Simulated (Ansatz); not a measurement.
# What a change of settings does to a run on Sr

The cell is a measured one (Crystallography Open Database entry 9008551); the temperature and pressure of the measurement aren't taken into account, and nothing was relaxed. It was measured hot, at 887 K. The listed cell was then made from it by scaling, straining or moving an atom.

First run: DFT, PBE, PAW with Ansatz's default frozen-core files, scalar-relativistic (Ansatz 0.2.0).

Command: `ansatz run input.yaml --threads 1 --pin off --max-ram 2048MiB --backend cpu --events-out ev --progress --plain --runs-dir out` The run took 7.6 s on 1 thread of Arm Neoverse N1, on a shared host, peak memory 0.37 GiB.

```yaml
crystal:
  lattice:
    - [-2.475005261, 2.475005261, 2.328]
    - [2.475005261, -2.475005261, 2.328]
    - [2.475005261, 2.475005261, -2.328]
  atoms:
    - { symbol: Sr, position: [0.0, 0.0, 0.0] }
kpoints:
  mp_grid: { grid: [12, 12, 12] }
scf:
  occupations: { method: fermi_dirac, width: 0.05 }
hamiltonian:
  xc: pbe
  pseudopotentials: { kind: paw }
output:
  forces: true
  stress: true
  eigenvalues: true
  efg: { contact_densities: true }
```

Result: converged; pressure -0.56 GPa; no gap on the k mesh; 6 SCF iterations.

The input is then changed:

```diff
@@ -11,5 +11,5 @@
   occupations: { method: fermi_dirac, width: 0.05 }
 hamiltonian:
-  xc: pbe
+  xc: lda
   pseudopotentials: { kind: paw }
 output:
```

Task: Predict the outcome of the changed run.

Result: It converged; pressure -1.80 GPa; no gap on the k mesh; 6 SCF iterations.
